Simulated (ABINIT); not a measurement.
# Quasiparticle gap of BP (F-43m) in ABINIT

Aim: the G0W0 gap of BP (F-43m) on LDA, step by step.

Calculated with ABINIT 10.8.3; LDA and many-body steps on it, plane waves.

Report form: the programs' logs are mostly left out.

## Step 1: The structure

It takes space group F-43m (No. 216, cubic). The conventional cell has a = 4.538 Å, b = 4.538 Å, c = 4.538 Å, α = 90.00°, β = 90.00°, γ = 90.00°. Nearest to B lie 4 P at 1.97 Å. P has 4 B at 1.97 Å nearest. Farther neighbours are not listed.

Structure file:

```cif
data_structure
_symmetry_space_group_name_H-M 'P 1'
_symmetry_Int_Tables_number 1
_cell_length_a 3.2089
_cell_length_b 3.2089
_cell_length_c 3.2089
_cell_angle_alpha 60.000
_cell_angle_beta 60.000
_cell_angle_gamma 60.000
_cell_volume 23.36
loop_
_atom_site_label
_atom_site_type_symbol
_atom_site_fract_x
_atom_site_fract_y
_atom_site_fract_z
_atom_site_occupancy
B1 B 0.00000 0.00000 0.00000 1
P2 P 0.25000 0.25000 0.25000 1
```

The cell and positions come from the Crystallography Open Database and are kept as given unless a step says otherwise.

## Step 2: Ground state

This step: ABINIT 10.8.3; DFT, LDA, plane waves, norm-conserving pseudopotentials.

The ground-state density comes first.

run.abi

```
acell 3*1.0 Angstrom
rprim 
  0.000000000000 2.269000000000 2.269000000000
  2.269000000000 0.000000000000 2.269000000000
  2.269000000000 2.269000000000 0.000000000000
ntypat 2
znucl 5 15
natom 2
typat 1 2
xred 
  0.000000000000 0.000000000000 0.000000000000
  0.250000000000 0.250000000000 0.250000000000
pp_dirpath "pseudos"
pseudos "B.upf, P.upf"
ecut 34
ngkpt 8 8 8
nshiftk 1
shiftk 0 0 0
kptopt 1
chksymbreak 0
nband 9
occopt 1
tolvrs 1e-10
nstep 60
prtwf 0
indata_prefix "in"
outdata_prefix "out"
tmpdata_prefix "tmp"
```

On the command line:

```bash
OMP_NUM_THREADS=1 mpirun -n 4 abinit run.abi > log
```

The job ended after 3.3 s (4 MPI ranks of Arm Neoverse V2, shared host; peak memory 0.25 GiB).

This step gave:

* total energy: -270.6263 eV
* gap: 1.229 eV
* k of the valence top: 0, 0, 0
* k of the conduction bottom: 0.375, 0.375, 0
* least direct gap: 3.386 eV
* pressure: -5.687 GPa

The gap is indirect, with the least direct gap 2.16 eV higher.

The cutoff was set for levels, not for stress, so the pressure can be off by some GPa.

## Step 3: Bands along the symmetry lines

The cheap functional maps the bands first; the places of the edges decide which points the dearer methods must see.

run.abi

```
acell 3*1.0 Angstrom
rprim 
  0.000000000000 2.269000000000 2.269000000000
  2.269000000000 0.000000000000 2.269000000000
  2.269000000000 2.269000000000 0.000000000000
ntypat 2
znucl 5 15
natom 2
typat 1 2
xred 
  0.000000000000 0.000000000000 0.000000000000
  0.250000000000 0.250000000000 0.250000000000
pp_dirpath "pseudos"
pseudos "B.upf, P.upf"
ecut 34
iscf -2
irdden 1
kptopt 0
nkpt 50
kpt 
  0.00000000 0.00000000 0.00000000
  -0.06250000 -0.06250000 0.00000000
  -0.12500000 -0.12500000 0.00000000
  -0.18750000 -0.18750000 0.00000000
  -0.25000000 -0.25000000 0.00000000
  -0.31250000 -0.31250000 0.00000000
  -0.37500000 -0.37500000 0.00000000
  -0.43750000 -0.43750000 0.00000000
  -0.50000000 -0.50000000 0.00000000
  -0.48437500 -0.48437500 0.03125000
  -0.46875000 -0.46875000 0.06250000
  -0.45312500 -0.45312500 0.09375000
  -0.43750000 -0.43750000 0.12500000
  -0.42187500 -0.42187500 0.15625000
  -0.40625000 -0.40625000 0.18750000
  -0.39062500 -0.39062500 0.21875000
  -0.37500000 -0.37500000 0.25000000
  -0.37500000 0.00000000 0.37500000
  -0.32812500 0.00000000 0.32812500
  -0.28125000 0.00000000 0.28125000
  -0.23437500 0.00000000 0.23437500
  -0.18750000 0.00000000 0.18750000
  -0.14062500 0.00000000 0.14062500
  -0.09375000 0.00000000 0.09375000
  -0.04687500 0.00000000 0.04687500
  0.00000000 0.00000000 0.00000000
  0.00000000 0.00000000 0.06250000
  0.00000000 0.00000000 0.12500000
  0.00000000 0.00000000 0.18750000
  0.00000000 0.00000000 0.25000000
  0.00000000 0.00000000 0.31250000
  0.00000000 0.00000000 0.37500000
  0.00000000 0.00000000 0.43750000
  0.00000000 0.00000000 0.50000000
  -0.06250000 -0.03125000 0.46875000
  -0.12500000 -0.06250000 0.43750000
  -0.18750000 -0.09375000 0.40625000
  -0.25000000 -0.12500000 0.37500000
  -0.31250000 -0.15625000 0.34375000
  -0.37500000 -0.18750000 0.31250000
  -0.43750000 -0.21875000 0.28125000
  -0.50000000 -0.25000000 0.25000000
  -0.50000000 -0.28125000 0.21875000
  -0.50000000 -0.31250000 0.18750000
  -0.50000000 -0.34375000 0.15625000
  -0.50000000 -0.37500000 0.12500000
  -0.50000000 -0.40625000 0.09375000
  -0.50000000 -0.43750000 0.06250000
  -0.50000000 -0.46875000 0.03125000
  -0.50000000 -0.50000000 0.00000000
istwfk *1
nband 14
nbdbuf 5
tolwfr 1e-07
nstep 50
prtwf 0
prtvol 0
indata_prefix "in"
outdata_prefix "out"
tmpdata_prefix "tmp"
```

Run time: 3.2 s. Hardware: 4 MPI ranks; peak memory 0.25 GiB.

Numbers from this step:

- gap: 1.211 eV
- k of the valence top: 0, 0, 0
- k of the conduction bottom: -0.4375, -0.4375, 0
- least direct gap: 3.386 eV

The gap is 1.211 eV, −0.018 eV from the run before at this level.

The electronic bands at the labelled points (eV, zero at the top of the highest filled band; v1 is the highest filled band, c1 the lowest empty one):

| point | v4 | v3 | v2 | v1 | c1 | c2 | c3 | c4 |
| --- | --- | --- | --- | --- | --- | --- | --- | --- |
| Γ | -15.40 | 0.00 | 0.00 | 0.00 | 3.39 | 3.39 | 3.39 | 7.34 |
| halfway | -13.92 | -3.64 | -2.72 | -2.72 | 1.77 | 4.88 | 7.65 | 7.65 |
| X | -10.57 | -8.49 | -4.10 | -4.10 | 1.32 | 1.56 | 11.94 | 11.94 |
| halfway | -10.51 | -8.37 | -5.06 | -3.95 | 1.59 | 2.93 | 11.22 | 11.51 |
| U | -10.56 | -8.06 | -6.24 | -3.49 | 2.09 | 5.92 | 9.63 | 10.51 |
| jump to K | -10.56 | -8.06 | -6.24 | -3.49 | 2.09 | 5.92 | 9.63 | 10.51 |
| halfway | -13.75 | -4.87 | -3.87 | -1.08 | 4.52 | 5.06 | 6.09 | 8.21 |
| Γ | -15.40 | 0.00 | 0.00 | 0.00 | 3.39 | 3.39 | 3.39 | 7.34 |
| halfway | -14.29 | -4.82 | -1.11 | -1.11 | 3.97 | 4.74 | 4.74 | 9.49 |
| L | -12.07 | -9.01 | -1.75 | -1.75 | 3.77 | 4.68 | 4.68 | 9.94 |
| halfway | -11.42 | -8.41 | -4.50 | -3.11 | 4.12 | 5.17 | 8.24 | 9.66 |
| W | -10.29 | -7.94 | -5.68 | -5.49 | 5.25 | 6.67 | 7.16 | 7.45 |
| halfway | -10.44 | -8.26 | -4.92 | -4.87 | 2.86 | 3.28 | 10.13 | 10.88 |
| X | -10.57 | -8.49 | -4.10 | -4.10 | 1.32 | 1.56 | 11.94 | 11.94 |

## Step 4: Empty states on the mesh, 6×6×6 mesh, 140 bands

The sums over transitions need many empty states on a uniform mesh; this step solves for them.

run.abi

```
acell 3*1.0 Angstrom
rprim 
  0.000000000000 2.269000000000 2.269000000000
  2.269000000000 0.000000000000 2.269000000000
  2.269000000000 2.269000000000 0.000000000000
ntypat 2
znucl 5 15
natom 2
typat 1 2
xred 
  0.000000000000 0.000000000000 0.000000000000
  0.250000000000 0.250000000000 0.250000000000
pp_dirpath "pseudos"
pseudos "B.upf, P.upf"
ecut 34
ngkpt 6 6 6
nshiftk 1
shiftk 0 0 0
kptopt 1
chksymbreak 0
irdden 1
istwfk *1
nband 140
prtvol 0
optdriver 6
gwr_task "HDIAGO"
paral_kgb 0
occopt 1
indata_prefix "in"
outdata_prefix "out"
tmpdata_prefix "tmp"
```

Wall time 13 s (4 MPI ranks); peak memory 0.74 GiB; 50 s of CPU time.

This step gave:

```
gap                                                           : 1.318 eV
k of the valence top                                          : 0, 0, 0
k of the conduction bottom                                    : 0.5, 0.5, 0
least direct gap                                              : 3.386 eV
k points computed                                             : 16
lowest point of the top converged band, above the valence top : 159.4003 eV
```

On this mesh the gap is 1.318 eV. The earlier step found 1.229 eV, so this mesh misses an edge.

## Step 5: Screening, 6×6×6 mesh, 132 bands, screening to 244.9 eV

The RPA dielectric matrix is built and inverted for each q.

This step: RPA screening on LDA, plane waves, norm-conserving pseudopotentials.

run.abi, as its differences from that of step 4:

```diff
@@ -20,10 +20,11 @@
 chksymbreak 0
-irdden 1
 istwfk *1
-nband 140
-prtvol 0
-optdriver 6
-gwr_task "HDIAGO"
-paral_kgb 0
 occopt 1
+irdwfk 1
+optdriver 3
+nband 132
+ecuteps 9
+inclvkb 2
+awtr 1
+symchi 1
 indata_prefix "in"
```

Run time: 46 s. Hardware: 4 MPI ranks; peak memory 0.89 GiB; 3.1 min of CPU time.

This step gave:

```yaml
eps_infinity_with_local_fields_on_this_mesh_along_the_program_s_q_direction: 9.892
the_same_without_local_fields: 10.81
plasma_frequency: 21.73 eV
plane_waves_in_the_screening_matrix: 181
```

Local fields lower ε∞ by 9 %.

## Step 6: Self-energy, 6×6×6 mesh, 132 bands, screening to 244.9 eV

The self-energy is evaluated for the states that the input lists, and the levels follow from it, in one-shot runs by the linearised quasiparticle equation.

This step: G0W0 on LDA, plane waves, norm-conserving pseudopotentials.

run.abi, as its differences from that of step 5:

```diff
@@ -23,8 +23,45 @@
 irdwfk 1
-optdriver 3
+optdriver 4
 nband 132
+gwcalctyp 0
+ecutsigx 34
+symsigma 1
+nkptgw 16
+kptgw 
+  0.0000000000 0.0000000000 0.0000000000
+  0.1666666667 0.0000000000 0.0000000000
+  0.3333333333 0.0000000000 0.0000000000
+  0.5000000000 0.0000000000 0.0000000000
+  0.1666666667 0.1666666667 0.0000000000
+  0.3333333333 0.1666666667 0.0000000000
+  0.5000000000 0.1666666667 0.0000000000
+  -0.3333333333 0.1666666667 0.0000000000
+  -0.1666666667 0.1666666667 0.0000000000
+  0.3333333333 0.3333333333 0.0000000000
+  0.5000000000 0.3333333333 0.0000000000
+  -0.3333333333 0.3333333333 0.0000000000
+  0.5000000000 0.5000000000 0.0000000000
+  0.5000000000 0.3333333333 0.1666666667
+  -0.3333333333 0.3333333333 0.1666666667
+  -0.3333333333 0.5000000000 0.1666666667
+bdgw 
+  1 8
+  1 8
+  1 8
+  1 8
+  1 8
+  1 8
+  1 8
+  1 8
+  1 8
+  1 8
+  1 8
+  1 8
+  1 8
+  1 8
+  1 8
+  1 8
 ecuteps 9
-inclvkb 2
-awtr 1
-symchi 1
+irdscr 1
+ppmodel 1
 indata_prefix "in"
```

Run time: 7.5 min. Hardware: 4 MPI ranks; peak memory 1 GiB.

This step gave:

| Item | Value |
| --- | --- |
| G0W0 gap on the mesh | 2.184 eV |
| starting gap on the mesh | 1.318 eV |
| k of the valence top | 0, 0, 0 |
| k of the conduction bottom | 0.5, 0.5, 0 |
| Z at the valence top | 0.79 |
| Z at the conduction bottom | 0.804 |
| least direct G0W0 gap on the computed points | 4.293 eV |

The gap on the mesh goes from 1.32 eV to 2.18 eV, a correction of +0.87 eV. The start differs from the 1.23 eV found before because the two sample other k points.

Limits: finite bands, cutoff and mesh. v1 is the top filled band, c1 the lowest empty one. The levels before and after the correction (eV, zero at the valence-band top of each column):

|  | conduction bottom | valence top |
| --- | --- | --- |
| Kohn-Sham | 1.32 | 0.00 |
| G0W0 | 2.18 | 0.00 |

|  | level | energy (eV) |
| --- | --- | --- |
| Kohn-Sham | Γ v3-v1 | 0.000 |
| Kohn-Sham | Γ c1-c3 | 3.386 |
| Kohn-Sham | (0.5 0.5 0) v3 | -8.486 |
| Kohn-Sham | (0.5 0.5 0) v2-v1 | -4.104 |
| Kohn-Sham | (0.5 0.5 0) c1 | 1.318 |
| Kohn-Sham | (0.5 0.5 0) c2 | 1.560 |
| Kohn-Sham | (0.5 0.5 0) c3 | 11.941 |
| G0W0 | Γ v3-v1 | 0.000 |
| G0W0 | Γ c1-c3 | 4.293 |
| G0W0 | (0.5 0.5 0) v3 | -8.770 |
| G0W0 | (0.5 0.5 0) v2-v1 | -4.234 |
| G0W0 | (0.5 0.5 0) c1 | 2.184 |
| G0W0 | (0.5 0.5 0) c2 | 2.499 |
| G0W0 | (0.5 0.5 0) c3 | 12.895 |

## Step 7: Where the time went

Times are wall times on 4 MPI ranks of Arm Neoverse V2, shared host, good to a factor of about two.

| step | time | share | memory (GiB) |
| --- | --- | --- | --- |
| ground state | 3.3 s | 1 % | 0.25 |
| bands along the symmetry lines | 3.2 s | 1 % | 0.25 |
| empty states on the mesh | 13 s | 2 % | 0.74 |
| screening | 46 s | 9 % | 0.89 |
| self-energy | 7.5 min | 87 % | 1 |

## Step 8: Outcome

```json
{
 "LDA gap": "1.21 eV, indirect",
 "G0W0 gap on the mesh": "2.18 eV",
 "G0W0 gap over the zone (rigid shift)": "2.08 eV",
 "GW settings": "6×6×6 mesh, 132 bands, screening to 244.9 eV, Godby-Needs plasmon pole",
 "known limits": "not at the basis limit"
}
```

What this shows: G0W0 moves the gap on the mesh from 1.32 eV to 2.18 eV (+0.87 eV), with Z of 0.79 and 0.80 at the edges. The mesh misses the band edges by 0.11 eV in all; a rigid shift gives 2.08 eV for the zone. Local fields lower the RPA ε∞ on this mesh from 10.81 to 9.89. The dearest step here is «self-energy». Bands and cutoff are finite, so the gap is not at the basis limit. The miss can reach some tenths of an eV and take either sign; the mesh is an error of its own. A denser mesh or path gives a starting gap of 1.21 eV: the GW mesh misses a band edge, so its gaps are not the fundamental one.

[Paths, hosts, dates, memory and timing lines, banners, echoed tables and standing remarks are left out of the program output.]

[Logs are printed without paths, hosts, clocks, repeated set-up lines and the standing remarks that a program may print on its own settings, such as how far it seeks lower states.]

[Runs of the session that timed out or met a known fault of the program may be left out.]

[Hosts, paths, dates, database ids (printed as entryN), source tags and the programs' standing remarks are cut or masked in the printed files.]

[G0W0 gaps are taken among the corrected bands and points alone; a level outside them can change the order at an edge.]

[Where Ansatz stands beside ABINIT at settings called matched, ABINIT's density can come from a denser mesh and the files from another edition; pairs whose starting gaps differed by over 0.03 eV were left out, so agreement reads better than it is.]
